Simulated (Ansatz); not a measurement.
Here is an Ansatz 0.2.0 calculation.

Contents of input.yaml:

```yaml
crystal:
  lattice:
    - [3.3690001795, 0.0, 0.0]
    - [-1.6845000897, 2.9176397408, 0.0]
    - [0.0, 0.0, 25.66]
  atoms:
    - { symbol: Sb, position: [0.3333333333, 0.6666666666, 0.2922837101] }
    - { symbol: Sb, position: [0.6666666667, 0.3333333334, 0.396141855] }
    - { symbol: Sb, position: [0.3333333333, 0.6666666666, 0.5] }
    - { symbol: Sb, position: [0.6666666667, 0.3333333334, 0.603858145] }
    - { symbol: Sb, position: [0.3333333333, 0.6666666666, 0.7077162899] }
hamiltonian:
  xc: pbe
  pseudopotentials: { kind: paw }
kpoints:
  mp_grid: { grid: [9, 9, 1] }
scf:
  occupations: { method: fermi_dirac, width: 0.05 }
output:
  forces: true
  eigenvalues: true
efield:
  axis: 3
  dipole_correction: true
  ramp_width: 0.04
```

Potentials or basis: Ansatz PAW.

The run is started by

```console
$ ansatz run input.yaml --threads 4 --pin off --max-ram 11264MiB --backend cpu --events-out ev --progress --plain --runs-dir out
```

Problem. What does it give for the band gap on the k mesh?

Solution. None (metal or under the smearing width).

Problem. Predict the largest force.

Solution. 0.448 eV/Å.

Forces in eV/Å, atoms in the order of the input:
```
Sb   0.000  0.000  0.253
Sb   0.000  0.000 -0.448
Sb   0.000  0.000  0.000
Sb   0.000  0.000  0.448
Sb   0.000  0.000 -0.253
```

Spin-orbit coupling is left out, which matters for the levels of Sb.
